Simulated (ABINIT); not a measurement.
**C: equation of state with revPBE+D3**

**Experimental background.**

From “Equation of state of cubic boron nitride at high pressures and temperatures”, 2007, arxiv:cond-mat/0702656, for a bulk crystal of C: bulk modulus 442 ± 5 GPa.

Crystal: C.

```
CELL_PARAMETERS angstrom
0.00000 1.78337 1.78337
1.78337 0.00000 1.78337
1.78337 1.78337 0.00000
ATOMIC_POSITIONS crystal
C 0.75000 0.75000 0.75000
C 0.50000 0.50000 0.50000
```

This isn't the form of C at room conditions, which is graphite.

| Quantity | Value |
| --- | --- |
| Program | ABINIT 10.8.3 (patched build) |
| Task | equation of state |
| Functional | revPBE |
| Dispersion | D3 |
| Potentials or basis | JTH PAW PBE v2.0 |
| Cutoff | 544 eV |
| k mesh | 13 × 13 × 13 |
| Occupations | fermi-dirac, width 0.05 eV |
| Spin | no spin polarisation |
| Fine-grid cutoff | 1088.46 eV |
| Exchange and correlation inside the PAW spheres | full angular mesh (pawxcdev 0, this build's default; the released program takes 1) |

```yaml
Equilibrium_volume: 5.70 Å³/atom
Bulk_modulus: 428 GPa
Pressure_derivative_of_the_bulk_modulus: "4.0 (rough: it moves with the points fitted)"
```

Energy against volume, from the lowest point:
```csv
volume (Å³/atom),energy (meV/atom)
5.332,34.62
5.445,15.66
5.558,4.32
5.672,0.00
5.785,1.51
5.899,8.64
6.012,21.10
```

It took 28 s on 1 thread of Arm Neoverse V2, on a shared host, peak memory 0.12 GiB.

Against the measured bulk modulus of C, 442 GPa (quoted in “Equation of state of cubic boron nitride at high pressures and temperatures”, 2007, arxiv:cond-mat/0702656), the calculated 428 GPa is off by -3.2 %. 3 values of this kind are on record (442 to 444.8 GPa); this one was drawn at random among those near their median, those with a stated uncertainty first. The fit is for a static lattice scaled at fixed shape and fixed fractional positions. The cell as given is a measured one (5.67 Å³/atom); revPBE+D3 puts the equilibrium volume +0.4 % from it, thermal expansion not counted.

Caveat: pressures at fixed basis lie under the slope of the energies; the PAW data sets were made with another functional, which shifts forces and pressure a little; the atomic spheres overlap.
